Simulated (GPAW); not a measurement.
# Au (Fm-3m) in GPAW: settings compared

Aim: see how the results for Au move with the level of theory and the settings. Levels: revPBE, mBEEF, PBEsol+D3. Tasks: equation of state, band structure.

Everything below comes from runs of GPAW 26.7.0. Logs are shortened: lines on timing, memory, paths and dates and some standing lists are left out, and cuts for length are marked. The log counts tension as positive stress, the text compression.

**What was measured.**

From “Exploring toroidal anvil profiles for larger sample volumes above 4 Mbar”, 2024, pmc:11102561, for a bulk crystal of Au: bulk modulus 167 GPa.

The results are compared with them further down.

## Step 1: The structure

Symmetry: Fm-3m, No. 225, cubic system. The conventional cell has a = 4.070 Å, b = 4.070 Å, c = 4.070 Å, α = 90.00°, β = 90.00°, γ = 90.00°. Au (site symmetry m-3m) has 12 Au at 2.88 Å as nearest neighbours.

## Step 2: Equation of state, revPBE

File run.py:

```python
from ase.eos import EquationOfState
from ase.io import Trajectory, read
from ase.units import GPa
from gpaw import GPAW, PW

atoms = read('Au.cif')

traj = Trajectory('eos.traj', 'w')
volumes, energies = [], []
for x in [0.94, 0.96, 0.98, 1.0, 1.02, 1.04, 1.06]:
    a = atoms.copy()
    a.set_cell(atoms.cell * x**(1 / 3), scale_atoms=True)
    calc = GPAW(mode=PW(600),
                xc='revPBE',
                kpts={'size': (11, 11, 11), 'gamma': True},
                occupations={'name': 'fermi-dirac', 'width': 0.05},
                nbands=14,
                convergence={'density': 1e-05, 'energy': 1e-05},
                maxiter=150,
                txt=f'eos-{x:.2f}.txt')
    a.calc = calc
    energies.append(a.get_potential_energy(force_consistent=True))
    volumes.append(a.get_volume())
    p = -a.get_stress()[:3].mean() / GPa
    calc.write(f'eos-{x:.2f}.gpw')
    traj.write(a)
    print(f'{x:.2f} {volumes[-1]:10.4f} A^3 {energies[-1]:14.6f} eV {p:9.3f} GPa', flush=True)

v0, e0, B = EquationOfState(volumes, energies, eos='birchmurnaghan').fit()
print(f'V0 = {v0:.4f} A^3, E0 = {e0:.6f} eV, B0 = {B / GPa:.2f} GPa')
```

File Au.cif:

```cif
data_Au
_cell_length_a 2.87792460
_cell_length_b 2.87792460
_cell_length_c 2.87792460
_cell_angle_alpha 60.00000000
_cell_angle_beta 60.00000000
_cell_angle_gamma 60.00000000
_space_group_name_H-M_alt 'P1'
_space_group_name_Hall 'P 1'
_space_group_IT_number 1
loop_
_space_group_symop_operation_xyz
'x,y,z'
loop_
_atom_site_label
_atom_site_type_symbol
_atom_site_symmetry_multiplicity
_atom_site_Wyckoff_symbol
_atom_site_fract_x
_atom_site_fract_y
_atom_site_fract_z
_atom_site_occupancy
Au1 Au 1 a 0.0000000000 0.0000000000 0.0000000000 1
```

Potentials or basis: the program's PAW data sets (release 1.2.1) made for this functional, pw.

Started as:

```sh
$ OMP_NUM_THREADS=1 python run.py
```

Standard output:

```text
__  _  _
 | _ |_)|_||  |
 |__||  | ||/\| - 26.7.0

Input parameters:
  mode=PW(ecut=600.0),
  convergence={'density': 1e-05, 'energy': 1e-05},
  kpts=MonkhorstPack(size=(11, 11, 11), gamma=True),
  maxiter=150,
  nbands=14,
  occupations=Occupations(name='fermi-dirac', width=0.05),
  xc=XC(name='revPBE')

Diagonalizing LCAO Hamiltonian
Converting LCAO to pw mode

       Au

Atoms  # Å, Bohr magnetons
|   | symbol |        x |        y |        z |    initial magnetic moments |
|---|--------|----------|----------|----------|-----------------------------|
| 0 |     Au | 0.000000 | 0.000000 | 0.000000 | ( 0.0000,  0.0000,  0.0000) |

Unit cell  # Å
| periodic |        x |        y |        z |  lengths |    angles |
|----------|----------|----------|----------|----------|-----------|
|      yes | 2.819175 | 0.000000 | 0.000000 | 2.819175 | 60.000000 |
|      yes | 1.409587 | 2.441477 | 0.000000 | 2.819175 | 60.000000 |
|      yes | 1.409587 | 0.813826 | 2.301847 | 2.819175 | 60.000000 |

Number of symmetries: 48
Symmetry operations  # r_c * U_cc + t_c -> r_c
|    | kind |            matrix            |
|----|------|------------------------------|
|  0 |  σ   |  1, 0, 0,  1, 0,-1,  1,-1, 0 |
|  1 |  C2  |  1, 0, 0,  1,-1, 0,  1, 0,-1 |
|  2 |  E   |  1, 0, 0,  0, 1, 0,  0, 0, 1 |
|  3 |  σ   |  1, 0, 0,  0, 0, 1,  0, 1, 0 |
|  4 |  C4  |  1, 0,-1,  1, 0, 0,  1,-1, 0 |
|  5 |  S6  |  1, 0,-1,  1,-1, 0,  1, 0, 0 |
|  6 |  σ   |  1, 0,-1,  0, 1,-1,  0, 0,-1 |
|  7 |  C3  |  1, 0,-1,  0, 0,-1,  0, 1,-1 |
|  8 |  S6  |  1,-1, 0,  1, 0, 0,  1, 0,-1 |
|  9 |  C4  |  1,-1, 0,  1, 0,-1,  1, 0, 0 |
| 10 |  C3  |  1,-1, 0,  0,-1, 1,  0,-1, 0 |
| 11 |  σ   |  1,-1, 0,  0,-1, 0,  0,-1, 1 |
| 12 |  σ   |  0, 1, 0,  1, 0, 0,  0, 0, 1 |
| 13 |  C4  |  0, 1, 0,  0, 1,-1, -1, 1, 0 |
| 14 |  C3  |  0, 1, 0,  0, 0, 1,  1, 0, 0 |
| 15 |  S6  |  0, 1, 0, -1, 1, 0,  0, 1,-1 |
| 16 |  C2  |  0, 1,-1,  1, 0,-1,  0, 0,-1 |
| 17 |  σ   |  0, 1,-1,  0, 1, 0, -1, 1, 0 |
| 18 |  S4  |  0, 1,-1,  0, 0,-1,  1, 0,-1 |
| 19 |  C4  |  0, 1,-1, -1, 1, 0,  0, 1, 0 |
| 20 |  C3  |  0, 0, 1,  1, 0, 0,  0, 1, 0 |
| 21 |  σ   |  0, 0, 1,  0, 1, 0,  1, 0, 0 |
| 22 |  S6  |  0, 0, 1,  0,-1, 1, -1, 0, 1 |
| 23 |  C4  |  0, 0, 1, -1, 0, 1,  0,-1, 1 |
| 24 |  S4  |  0, 0,-1,  1, 0,-1,  0, 1,-1 |
| 25 |  C3  |  0, 0,-1,  0, 1,-1,  1, 0,-1 |
| 26 |  C2  |  0, 0,-1,  0,-1, 0, -1, 0, 0 |
| 27 |  S6  |  0, 0,-1, -1, 0, 0,  0,-1, 0 |
| 28 |  S4  |  0,-1, 1,  1,-1, 0,  0,-1, 0 |
| 29 |  C4  |  0,-1, 1,  0, 0, 1, -1, 0, 1 |
| 30 |  C2  |  0,-1, 1,  0,-1, 0,  1,-1, 0 |
| 31 |  σ   |  0,-1, 1, -1, 0, 1,  0, 0, 1 |
| 32 |  C3  |  0,-1, 0,  1,-1, 0,  0,-1, 1 |
| 33 |  S6  |  0,-1, 0,  0, 0,-1, -1, 0, 0 |
| 34 |  S4  |  0,-1, 0,  0,-1, 1,  1,-1, 0 |
| 35 |  C2  |  0,-1, 0, -1, 0, 0,  0, 0,-1 |
| 36 |  C2  | -1, 1, 0,  0, 1, 0,  0, 1,-1 |
| 37 |  S6  | -1, 1, 0,  0, 1,-1,  0, 1, 0 |
| 38 |  S4  | -1, 1, 0, -1, 0, 1, -1, 0, 0 |
| 39 |  C3  | -1, 1, 0, -1, 0, 0, -1, 0, 1 |
| 40 |  S6  | -1, 0, 1,  0, 0, 1,  0,-1, 1 |
| 41 |  C2  | -1, 0, 1,  0,-1, 1,  0, 0, 1 |
| 42 |  C3  | -1, 0, 1, -1, 1, 0, -1, 0, 0 |
| 43 |  S4  | -1, 0, 1, -1, 0, 0, -1, 1, 0 |
| 44 |  C2  | -1, 0, 0,  0, 0,-1,  0,-1, 0 |
| 45 |  i   | -1, 0, 0,  0,-1, 0,  0, 0,-1 |
| 46 |  σ   | -1, 0, 0, -1, 1, 0, -1, 0, 1 |
| 47 |  C2  | -1, 0, 0, -1, 0, 1, -1, 1, 0 |

BZ-sampling:
  Number of BZ points: 1331
  Number of IBZ points: 56

  Monkhorst-Pack size: [11, 11, 11]
  Monkhorst-Pack shift: [0, 0, 0]

K-points  # in reciprocal-cell coordinates
|     |                                coordinates |     weight |
|-----|--------------------------------------------|------------|
|   0 | (  0.00000000,   0.00000000,   0.00000000) | 0.00075131 |
|   1 | (  0.09090909,   0.09090909,   0.00000000) | 0.00450789 |
|   2 | (  0.09090909,   0.09090909,   0.09090909) | 0.00601052 |
|   3 | (  0.18181818,   0.09090909,   0.09090909) | 0.00901578 |
|   4 | (  0.18181818,   0.18181818,   0.00000000) | 0.00450789 |
|   5 | (  0.18181818,   0.18181818,   0.09090909) | 0.01803156 |
|   6 | (  0.18181818,   0.18181818,   0.18181818) | 0.00601052 |
|   7 | (  0.27272727,   0.18181818,   0.09090909) | 0.01803156 |
|   8 | (  0.27272727,   0.18181818,   0.18181818) | 0.01803156 |
|   9 | (  0.27272727,   0.27272727,   0.00000000) | 0.00450789 |
| ... |                                            |            |
|  55 | (  0.45454545,   0.45454545,   0.45454545) | 0.00601052 |

Plane wave coefficients: 538
Cutoff: 600.0 eV

Spin-components: 1 (collinear spins)
Bands:           14
Projectors:      6
Spin-degeneracy: 2
Datatype:        complex128

Parallelization:
  kpt:    1
  domain: 1
  band:   1

Density:
  Valence electrons: 11.0
  Components: 1
  Grid points: [16 16 16]
  Charge: 0.0  # |e|

Potential:
  Grid points: [16 16 16]

species:
  Au:
    name:    Gold
    Z:       79.0
    valence: 11
    core:    68
    charge:  0.0  # [|e|]
    compensation charges:
      type: gauss
      rc: 0.42  # [Å]
      lmax: 2
    cutoffs:
      filter: 2.33  # [Å]
      core: 2.81  # [Å]
    projectors
    | kind |    occ | energy [eV] | rcut [Å] |
    |------|--------|-------------|----------|
    |   6s |  1.000 |      -5.619 |    1.323 |
    |   6p |  0.000 |      -0.750 |    1.323 |
    |   5d | 10.000 |      -6.822 |    1.323 |
    |    s |        |      21.593 |    1.323 |
    |    p |        |      26.461 |    1.323 |
    |    d |        |      20.390 |    1.323 |

    Using partial waves for Au as LCAO basis

Reference energy: -516608.788256  # eV

eigensolver:
  PPCG
  Converge bands: occupied
  niter=2

density mixing:
  MSR1-Mixer
  Pratt-step length: 0.05
  Maximum mixing coefficient: 0.75
  Old densities: 10
  SVD Regularization: 0.005
  Good broyden scale: 1.0
  Trust region scale: 1.0
  Backstep threshold: 4.0
  History deletion threshold: 6.0
  Fourier metric: weight=20.0, sigma=0.015

occupation numbers:
  Fermi-Dirac:
    width: 0.0500  # eV

poisson solver:
  ecut: 4800.0  # eV

xc functional:
  name: revPBE with 2 nearest neighbor stencil

convergence criteria:
- Maximum integral of absolute [dens]ity change: 1e-05 electrons / valence electron
- Maximum [total energy] change in last 3 cyles: 1e-05 eV / valence electron
- Maximum integral of absolute [eigenst]ate change: 4e-08 eV^2 / valence electron
maximum number of iterations: 150

SCF iterations
|iter     | |      energy | eigst |  dens |
|---------|-|-------------|-------|-------|
|iter:   1| |   -2.732787 | -0.34 |       |
|iter:   2| |   -2.681554 | -2.78 | -1.11 |
|iter:   3| |   -2.473589 | -2.34 | -1.15 |
|iter:   4| |   -2.471198 | -4.15 | -2.07 |
|iter:   5| |   -2.470450 | -4.00 | -2.37 |
|iter:   6| |   -2.470444 | -6.81 | -3.69 |
|iter:   7| |   -2.470442c| -7.25 | -3.98 |
|iter:   8| |   -2.470442c| -8.94c| -5.25c|

Converged in 8 steps
Energy contributions relative to reference atoms: (reference = -516608.788256)

Energy contributions:
  Kinetic:           3.307586
  Coulomb:          -3.313720
  Zero:              0.164220
  External:          0.000000
  Xc:               -2.627306
  Entropy:          -0.002443
  Spinorbit:         0.000000
  ----------------------------
  Free energy:      -2.471663
  Extrapolated:     -2.470442

dipole moment: (-19.260615, -11.120121, -7.863113)  # |e|*Ang

Fermi level: 11.323
Eigenvalues  # (at kpt = [0.000, 0.000, 0.000])
| band index |      eig [eV] | occ [0-2] |
|------------|---------------|-----------|
|          0 |         0.722 |     2.000 |
|          1 |         6.220 |     2.000 |
|          2 |         6.220 |     2.000 |
|          3 |         6.220 |     2.000 |
|          4 |         7.928 |     2.000 |
|          5 |         7.928 |     2.000 |
|          6 |        27.039 |     0.000 |
|          7 |        31.323 |     0.000 |
|          8 |        31.323 |     0.000 |
|          9 |        31.323 |     0.000 |
|         10 |        35.434 |     0.000 |
|         11 |        40.599 |     0.000 |
|         12 |        40.599 |     0.000 |
|         13 |        40.599 |     0.000 |

No gap
No difference between direct/indirect transitions

Stress tensor  # eV/Ang^3
|         x |         y |         z |
|-----------|-----------|-----------|
| -0.198708 |  0.000000 |  0.000000 |
|  0.000000 | -0.198708 |  0.000000 |
|  0.000000 |  0.000000 | -0.198708 |

# Writing to eos-0.94.gpw (mode='')
```

Run time: 50 s. Hardware: 1 thread of Intel Xeon Platinum 8488C (Sapphire Rapids), shared host; peak memory 0.19 GiB.

Results:

```yaml
Equilibrium_volume: "18.55 Å³/atom (rough: see the caveat)"
Bulk_modulus: 126 GPa (rough)
```

Energy against volume, from the lowest point:
```tsv
volume (Å³/atom)	energy (meV/atom)
15.843	214.14
16.181	153.29
16.518	104.24
16.855	65.54
17.192	35.96
17.529	14.44
17.866	0.00
```

Caveat: with this Au data set, volumes or pressures lay over 1.5 % or 2 GPa off other programs in two to four cells of ten; the minimum lies outside the volumes run. Spin-orbit coupling is left out, which matters for the levels of Au.

## Step 3: Band structure, revPBE, spin-orbit coupling, no magnetisation

File run.py:

```python
import numpy as np
from ase.dft.bandgap import bandgap
from ase.io import write
from ase.spacegroup import crystal
from ase.units import GPa
from gpaw import GPAW, PW
from gpaw.spinorbit import soc_eigenstates

# Au 4a
atoms = crystal(['Au'],
                basis=[[0.0, 0.0, 0.0]],
                spacegroup=225, setting=1,  # Fm-3m
                cellpar=[4.07, 4.07, 4.07, 90.0, 90.0, 90.0],
                primitive_cell=True)

calc = GPAW(mode=PW(600),
            xc='revPBE',
            kpts={'size': (11, 11, 11), 'gamma': True},
            occupations={'name': 'fermi-dirac', 'width': 0.05},
            nbands=14,
            convergence={'density': 1e-05, 'energy': 1e-05},
            maxiter=150,
            txt='gpaw.txt')
atoms.calc = calc
energy = atoms.get_potential_energy()
forces = atoms.get_forces()
stress = atoms.get_stress()
calc.write('gs.gpw')
write('result.traj', atoms)
print(f'Energy: {energy:.6f} eV')
print('Forces (eV/A):')
print(forces.round(4))
print('Stress (GPa):', (stress / GPa).round(3))
print('Fermi level:', round(calc.get_fermi_level(), 4), 'eV')
print(f'Gap: {bandgap(calc)[0]:.4f} eV, direct: {bandgap(calc, direct=True)[0]:.4f} eV')

path = atoms.cell.bandpath('GXWKGLUWLK,UX', npoints=80, eps=1e-4)
bs_calc = calc.fixed_density(kpts=path, symmetry='off', nbands=21,
                             convergence={'bands': 'CBM+6.0', 'eigenstates': 1e-6}, txt='bands.txt')
bs = bs_calc.band_structure()
bs.write('bs.json')
print(f'Gap on the path: {bandgap(bs_calc)[0]:.4f} eV')

soc = soc_eigenstates(bs_calc, theta=54.7, phi=45)
np.savetxt('soc_bands.dat', soc.eigenvalues(), fmt='%.4f')
mesh = soc_eigenstates('gs.gpw', theta=54.7, phi=45)
np.savetxt('soc_mesh.dat', mesh.eigenvalues(), fmt='%.4f')
print('Fermi level with spin-orbit coupling:', round(mesh.fermi_level, 4), 'eV')
```

Potentials or basis: the program's PAW data sets (release 1.2.1) made for this functional, pw.

Started as:

```sh
$ OMP_NUM_THREADS=1 python run.py
```

Run time: 19 s. Hardware: 1 thread of Intel Xeon Platinum 8488C (Sapphire Rapids), shared host; peak memory 0.22 GiB.

The run converged. Its results:

| Quantity | Value |
| --- | --- |
| Free energy | -2.6203 eV |
| Pressure | 16.1 GPa |
| Band gap along the path | none (metal or under the smearing width) |

Levels at the corners of the path, in eV from the Fermi level:
| point | band 8 | band 9 | band 10 | band 11 | band 12 | band 13 |
| --- | --- | --- | --- | --- | --- | --- |
| Γ | -4.22 | -3.00 | -3.00 | -3.00 | -3.00 | 15.60 |
| X | -2.12 | -1.03 | -1.03 | 0.63 | 0.63 | 5.92 |
| W | -3.23 | -1.64 | -1.64 | 4.88 | 4.88 | 5.32 |
| K | -3.02 | -1.94 | -1.94 | 3.78 | 3.78 | 4.65 |
| Γ | -4.22 | -3.00 | -3.00 | -3.00 | -3.00 | 15.60 |
| L | -2.38 | -1.62 | -1.62 | -1.26 | -1.26 | 3.20 |
| U | -3.02 | -1.94 | -1.94 | 3.78 | 3.78 | 4.65 |
| W | -3.23 | -1.64 | -1.64 | 4.88 | 4.88 | 5.32 |
| L | -2.38 | -1.62 | -1.62 | -1.26 | -1.26 | 3.20 |
| K | -3.02 | -1.94 | -1.94 | 3.78 | 3.78 | 4.65 |
| U | -3.02 | -1.94 | -1.94 | 3.78 | 3.78 | 4.65 |
| X | -2.12 | -1.03 | -1.03 | 0.63 | 0.63 | 5.92 |

Caveat: with this Au data set, volumes or pressures lay over 1.5 % or 2 GPa off other programs in two to four cells of ten; spin-orbit coupling was added after a scalar SCF, so levels and gaps hold it while energy, forces, pressure and moments don't; this program's spin-orbit splittings come out too wide for heavy elements; so large a pressure means that the cell lies far from this level's equilibrium, or that cutoff or potentials fall short.

(Part 1 of 2 ends here.)
